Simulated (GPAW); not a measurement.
# NiSb (Breithauptite) (P6_3/mmc) in GPAW: single point with LDA

Aim: the single point of NiSb (Breithauptite) with LDA.

Everything below comes from runs of GPAW 26.7.0. Logs are shortened: lines on timing, memory, paths and dates and some standing lists are left out, and cuts for length are marked. The log counts tension as positive stress, the text compression.

### Step 1. The crystal as given

The structure is hexagonal, space group P6_3/mmc (No. 194). Conventional cell: a = 3.928 Å, b = 3.928 Å, c = 5.120 Å, α = 90.00°, β = 90.00°, γ = 120.00°. Sb (site symmetry -6m2) is surrounded by 6 Ni at 2.60 Å. Ni (site symmetry -3m) is surrounded by 2 Ni at 2.56 Å and 6 Sb at 2.60 Å.

### Step 2. Single point, LDA, collinear spin, ferromagnetic start

Contents of run.py:

```python
from ase.dft.bandgap import bandgap
from ase.io import read, write
from ase.units import GPa
from gpaw import GPAW, PW

atoms = read('NiSb.xyz')
atoms.set_initial_magnetic_moments([0.0, 0.0, 2.0, 2.0])

calc = GPAW(mode=PW(500),
            xc='LDA',
            kpts={'size': (6, 6, 4), 'gamma': True},
            occupations={'name': 'fermi-dirac', 'width': 0.05},
            nbands=50,
            maxiter=120,
            txt='gpaw.txt')
atoms.calc = calc
energy = atoms.get_potential_energy()
forces = atoms.get_forces()
stress = atoms.get_stress()
calc.write('gs.gpw')
write('result.traj', atoms)
print(f'Energy: {energy:.6f} eV')
print('Forces (eV/A):')
print(forces.round(4))
print('Stress (GPa):', (stress / GPa).round(3))
print('Moments:', calc.get_magnetic_moments().round(3))
print('Fermi level:', round(calc.get_fermi_level(), 4), 'eV')
print(f'Gap: {bandgap(calc)[0]:.4f} eV, direct: {bandgap(calc, direct=True)[0]:.4f} eV')
```

Contents of NiSb.xyz:

```xyz
4
Lattice="3.9280000000 0.0000000000 0.0000000000 -1.9640000000 3.4017477861 0.0000000000 0.0000000000 0.0000000000 5.1200000000" Properties=species:S:1:pos:R:3 pbc="T T T"
Sb     1.9640000002      1.1339159286      3.8400000000
Sb    -0.0000000002      2.2678318575      1.2800000000
Ni     0.0000000000      0.0000000000      2.5600000000
Ni     0.0000000000      0.0000000000      0.0000000000
```

Potentials or basis: the program's PAW data sets (release 1.2.1) made for this functional, pw.

Started as:

```sh
OMP_NUM_THREADS=1 python run.py
```

gpaw.txt:

```text
__  _  _
 | _ |_)|_||  |
 |__||  | ||/\| - 26.7.0

Input parameters:
  mode=PW(ecut=500.0),
  kpts=MonkhorstPack(size=(6, 6, 4), gamma=True),
  maxiter=120,
  nbands=50,
  occupations=Occupations(name='fermi-dirac', width=0.05),
  xc=XC(name='LDA')

Diagonalizing LCAO Hamiltonian
Converting LCAO to pw mode

             Sb

       NiSb

       Ni

Atoms  # Å, Bohr magnetons
|   | symbol |         x |        y |        z |    initial magnetic moments |
|---|--------|-----------|----------|----------|-----------------------------|
| 0 |     Sb |  1.964000 | 1.133916 | 3.840000 | ( 0.0000,  0.0000,  0.0000) |
| 1 |     Sb | -0.000000 | 2.267832 | 1.280000 | ( 0.0000,  0.0000,  0.0000) |
| 2 |     Ni |  0.000000 | 0.000000 | 2.560000 | ( 0.0000,  0.0000,  2.0000) |
| 3 |     Ni |  0.000000 | 0.000000 | 0.000000 | ( 0.0000,  0.0000,  2.0000) |

Unit cell  # Å
| periodic |         x |        y |        z |  lengths |     angles |
|----------|-----------|----------|----------|----------|------------|
|      yes |  3.928000 | 0.000000 | 0.000000 | 3.928000 |  90.000000 |
|      yes | -1.964000 | 3.401748 | 0.000000 | 3.928000 |  90.000000 |
|      yes |  0.000000 | 0.000000 | 5.120000 | 5.120000 | 120.000000 |

Number of symmetries: 12
Symmetry operations  # r_c * U_cc + t_c -> r_c
|    | kind |            matrix            |
|----|------|------------------------------|
|  0 |  σ   |  1, 1, 0,  0,-1, 0,  0, 0, 1 |
|  1 |  S6  |  1, 1, 0, -1, 0, 0,  0, 0,-1 |
|  2 |  E   |  1, 0, 0,  0, 1, 0,  0, 0, 1 |
|  3 |  C2  |  1, 0, 0, -1,-1, 0,  0, 0,-1 |
|  4 |  C2  |  0, 1, 0,  1, 0, 0,  0, 0,-1 |
|  5 |  C3  |  0, 1, 0, -1,-1, 0,  0, 0, 1 |
|  6 |  S6  |  0,-1, 0,  1, 1, 0,  0, 0,-1 |
|  7 |  σ   |  0,-1, 0, -1, 0, 0,  0, 0, 1 |
|  8 |  σ   | -1, 0, 0,  1, 1, 0,  0, 0, 1 |
|  9 |  i   | -1, 0, 0,  0,-1, 0,  0, 0,-1 |
| 10 |  C3  | -1,-1, 0,  1, 0, 0,  0, 0, 1 |
| 11 |  C2  | -1,-1, 0,  0, 1, 0,  0, 0,-1 |

BZ-sampling:
  Number of BZ points: 144
  Number of IBZ points: 24

  Monkhorst-Pack size: [6, 6, 4]
  Monkhorst-Pack shift: [0.08333333333333333, 0.08333333333333333, 0.125]

K-points  # in reciprocal-cell coordinates
|     |                                coordinates |     weight |
|-----|--------------------------------------------|------------|
|   0 | (  0.00000000,   0.00000000,   0.00000000) | 0.00694444 |
|   1 | (  0.00000000,   0.00000000,   0.25000000) | 0.01388889 |
|   2 | (  0.00000000,   0.00000000,   0.50000000) | 0.00694444 |
|   3 | (  0.16666667,   0.00000000,  -0.25000000) | 0.04166667 |
|   4 | (  0.16666667,   0.00000000,   0.00000000) | 0.04166667 |
|   5 | (  0.16666667,   0.00000000,   0.25000000) | 0.04166667 |
|   6 | (  0.16666667,   0.00000000,   0.50000000) | 0.04166667 |
|   7 | (  0.33333333,  -0.16666667,   0.00000000) | 0.04166667 |
|   8 | (  0.33333333,  -0.16666667,   0.25000000) | 0.08333333 |
|   9 | (  0.33333333,  -0.16666667,   0.50000000) | 0.04166667 |
| ... |                                            |            |
|  23 | (  0.50000000,   0.50000000,   0.50000000) | 0.02083333 |

Plane wave coefficients: 1773
Cutoff: 500.0 eV

Spin-components: 2 (collinear spins)
Bands:           50
Projectors:      24
Spin-degeneracy: 1
Datatype:        complex128

Parallelization:
  kpt:    1
  domain: 1
  band:   1

Density:
  Valence electrons: 62.0
  Components: 2
  Grid points: [21 21 27]
  Charge: 0.0  # |e|

Potential:
  Grid points: [21 21 27]

species:
  Sb:
    name:    Antimony
    Z:       51.0
    valence: 15
    core:    36
    charge:  0.0  # [|e|]
    compensation charges:
      type: gauss
      rc: 0.36  # [Å]
      lmax: 2
    cutoffs:
      filter: 2.23  # [Å]
      core: 2.23  # [Å]
    projectors
    | kind |    occ | energy [eV] | rcut [Å] |
    |------|--------|-------------|----------|
    |   5s |  2.000 |     -13.069 |    1.154 |
    |   5p |  3.000 |      -4.994 |    1.233 |
    |   4d | 10.000 |     -33.564 |    1.196 |
    |    s |        |      14.142 |    1.154 |
    |    p |        |      22.217 |    1.233 |
    |    d |        |      -6.353 |    1.196 |

    Using partial waves for Sb as LCAO basis

  Ni:
    name:    Nickel
    Z:       28.0
    valence: 16
    core:    12
    charge:  0.0  # [|e|]
    compensation charges:
      type: gauss
      rc: 0.36  # [Å]
      lmax: 2
    cutoffs:
      filter: 2.14  # [Å]
      core: 1.98  # [Å]
    projectors
    | kind |    occ | energy [eV] | rcut [Å] |
    |------|--------|-------------|----------|
    |   4s |  2.000 |      -5.858 |    1.164 |
    |   3p |  6.000 |     -71.266 |    1.207 |
    |   4p |  0.000 |      -1.338 |    1.207 |
    |   3d |  8.000 |      -9.141 |    1.138 |
    |    s |        |      21.353 |    1.164 |
    |    d |        |      18.071 |    1.138 |

    Using partial waves for Ni as LCAO basis

Reference energy: -434866.064352  # eV

eigensolver:
  PPCG
  Converge bands: occupied
  niter=2

density mixing:
  MSR1-Mixer
  Pratt-step length: 0.05
  Maximum mixing coefficient: 0.75
  Old densities: 10
  SVD Regularization: 0.005
  Good broyden scale: 1.0
  Trust region scale: 1.0
  Backstep threshold: 4.0
  History deletion threshold: 6.0
  Fourier metric: weight=20.0, sigma=0.015

occupation numbers:
  Fermi-Dirac:
    width: 0.0500  # eV

poisson solver:
  ecut: 4000.0  # eV

xc functional:
  name: None

convergence criteria:
- Maximum [total energy] change in last 3 cyles: 0.0005 eV / valence electron
- Maximum integral of absolute [dens]ity change: 0.0001 electrons / valence electron
- Maximum integral of absolute [eigenst]ate change: 4e-08 eV^2 / valence electron
maximum number of iterations: 120

SCF iterations
|iter     | |      energy | eigst |  dens |  magmom |
|---------|-|-------------|-------|-------|---------|
|iter:   1| |  -29.558325 | +0.62 |       |  +4.0034|
|iter:   2| |  -28.442534 | -1.02 | -0.93 |  +3.8317|
|iter:   3| |  -27.807570 | -1.89 | -1.02 |  +2.9416|
|iter:   4| |  -28.172151 | -2.48 | -1.28 |  +1.5344|
|iter:   5| |  -28.409261 | -2.62 | -1.63 |  +0.3679|
|iter:   6| |  -28.451721 | -2.53 | -1.78 |  +0.2944|
|iter:   7| |  -28.342071 | -2.97 | -1.78 |  -0.0452|
|iter:   8| |  -28.344698 | -4.10 | -2.31 |  -0.0014|
|iter:   9| |  -28.344614c| -4.36 | -2.50 |  -0.0410|
|iter:  10| |  -28.344685c| -5.36 | -2.97 |  -0.0041|
|iter:  11| |  -28.344687c| -6.64 | -3.76 |  -0.0006|
|iter:  12| |  -28.344683c| -8.14c| -4.43c|  -0.0004|

Converged in 12 steps
Energy contributions relative to reference atoms: (reference = -434866.064352)

Energy contributions:
  Kinetic:          12.357676
  Coulomb:          -6.471983
  Zero:              0.373636
  External:          0.000000
  Xc:              -34.593503
  Entropy:          -0.021021
  Spinorbit:         0.000000
  ----------------------------
  Free energy:     -28.355194
  Extrapolated:    -28.344683

dipole moment: (-7.985582, -13.831434, -10.408905)  # |e|*Ang

Total magnetic moment: (0.000000, 0.000000, -0.000395)

Local magnetic moments
|        x |        y |         z |
|----------|----------|-----------|
| 0.000000 | 0.000000 |  0.000002 |  # Sb   0
| 0.000000 | 0.000000 |  0.000002 |  # Sb   1
| 0.000000 | 0.000000 |  0.000179 |  # Ni   2
| 0.000000 | 0.000000 | -0.000332 |  # Ni   3

Fermi level: 9.167
Eigenvalues  # (at kpt = [0.000, 0.000, 0.000])
| band index |      eig [eV] | occ [0-1] |      eig [eV] | occ [0-1] |
|------------|---------------|-----------|---------------|-----------|
|          0 |       -54.272 |     1.000 |       -54.272 |     1.000 |
|        ... |               |           |               |           |
|         21 |         5.884 |     1.000 |         5.884 |     1.000 |
|         22 |         6.507 |     1.000 |         6.507 |     1.000 |
|         23 |         6.507 |     1.000 |         6.507 |     1.000 |
|         24 |         6.957 |     1.000 |         6.957 |     1.000 |
|         25 |         6.957 |     1.000 |         6.957 |     1.000 |
|         26 |         7.761 |     1.000 |         7.761 |     1.000 |
[... 8 lines left out ...]
|         35 |        14.333 |     0.000 |        14.333 |     0.000 |
|         36 |        15.568 |     0.000 |        15.568 |     0.000 |
|        ... |               |           |               |           |
|         49 |        31.711 |     0.000 |        31.883 |     0.000 |

No gap
No difference between direct/indirect transitions

Forces  # eV/Ang
|        x |       y |        z |
|----------|---------|----------|
| -0.00000 | 0.00000 | -0.00001 |  # Sb   0
|  0.00000 | 0.00000 |  0.00001 |  # Sb   1
| -0.00000 | 0.00000 |  0.00000 |  # Ni   2
|  0.00000 | 0.00000 |  0.00000 |  # Ni   3

Stress tensor  # eV/Ang^3
|         x |         y |        z |
|-----------|-----------|----------|
|  0.040099 | -0.000000 | 0.000000 |
| -0.000000 |  0.040099 | 0.000000 |
|  0.000000 |  0.000000 | 0.036831 |

# Writing to gs.gpw (mode='')
```

Run time: 98 s. Hardware: 1 thread of Arm Neoverse V2, shared host; peak memory 0.23 GiB.

Results:

| Property | Result |
| --- | --- |
| Free energy | -28.3552 eV |
| Pressure | -6.3 GPa |
| Band gap on the k mesh | none (metal or under the smearing width) |
| Net moment | 0.00 μB per cell |

Levels at points of the mesh, in eV from the Fermi level:
Spin up:
| k point | band 28 | band 29 | band 30 | band 31 | band 32 | band 33 | band 34 | band 35 |
| --- | --- | --- | --- | --- | --- | --- | --- | --- |
| (0.00, 0.00, 0.00) | -1.41 | -0.04 | 0.47 | 0.47 | 2.49 | 2.49 | 3.07 | 3.88 |
| (0.00, 0.00, 0.50) | -2.17 | 0.12 | 0.12 | 2.02 | 2.02 | 2.02 | 2.02 | 5.20 |
| (0.50, 0.50, 0.00) | -1.96 | -1.68 | -1.47 | -1.39 | -0.45 | 1.13 | 3.48 | 3.96 |
| (0.50, 0.50, 0.50) | -2.00 | -1.89 | -1.89 | 0.14 | 0.14 | 1.63 | 1.63 | 5.11 |
Spin down:
| k point | band 28 | band 29 | band 30 | band 31 | band 32 | band 33 | band 34 | band 35 |
| --- | --- | --- | --- | --- | --- | --- | --- | --- |
| (0.00, 0.00, 0.00) | -1.41 | -0.04 | 0.47 | 0.47 | 2.49 | 2.49 | 3.07 | 3.88 |
| (0.00, 0.00, 0.50) | -2.17 | 0.12 | 0.12 | 2.02 | 2.02 | 2.02 | 2.02 | 5.20 |
| (0.50, 0.50, 0.00) | -1.96 | -1.68 | -1.47 | -1.39 | -0.45 | 1.13 | 3.48 | 3.96 |
| (0.50, 0.50, 0.50) | -2.00 | -1.89 | -1.89 | 0.14 | 0.14 | 1.63 | 1.63 | 5.11 |

Caveat: the cutoff is short for stress and forces, so pressures can be off by a GPa or more; the starting moments collapsed, and a magnetic state may lie lower; the stock nickel data set gives pressures a few GPa off other programs. The run has no spin-orbit coupling, so splittings on Sb are missing.
